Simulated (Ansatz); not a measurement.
# Clamped-ion strain scan in WSe$_{2}$

Computed with DFT PBEsol, scalar-relativistic, plane waves, PAW (Ansatz). Settings: plane waves to 420 eV, k-mesh 12×12×2 (Γ-centred), Gaussian smearing 0.05 eV. Spin–orbit coupling is left out, which matters for the heavy elements here. No spin polarisation. Energies are free energies at this smearing, counted from the undisturbed cell; pressure is positive in compression.

The undisturbed cell (relaxed at this level; this form isn't the usual structure):

```yaml
crystal:
  lattice:
    - [3.27025, 0.00000, 0.00000]
    - [-1.63513, 2.83212, 0.00000]
    - [0.00000, 0.00000, 16.66122]
  atoms:
    - { symbol: W, position: [0.00000, 0.00000, 0.00000] }
    - { symbol: Se, position: [0.33333, 0.66667, 0.10040] }
    - { symbol: Se, position: [0.33333, 0.66667, 0.89960] }
```

The cell holds layers and no dispersion correction was added, so their binding is poorly described.

The cell is strained by ε times the Voigt pattern (0, 1, 0, 0, 0, 0) (xx, yy, zz, yz, xz, xy; engineering shear) with fractional coordinates fixed.

```tsv
ε	ΔE (meV/atom)	stress summed along the pattern (GPa, tension positive)	pressure (GPa)	gap on the mesh (eV)
-0.0400	26.9	-4.41	2.4	1.66
-0.0300	14.8	-3.19	1.8	1.67
-0.0200	6.4	-2.05	1.1	1.67
-0.0100	1.6	-0.98	0.5	1.68
0.0000	0.0	0.00	0.0	1.69
0.0100	1.5	0.92	-0.5	1.64
0.0200	5.9	1.77	-1.0	1.59
0.0300	12.8	2.56	-1.4	1.53
0.0350	17.3	2.94	-1.7	1.51
0.0400	22.3	3.30	-1.9	1.48
```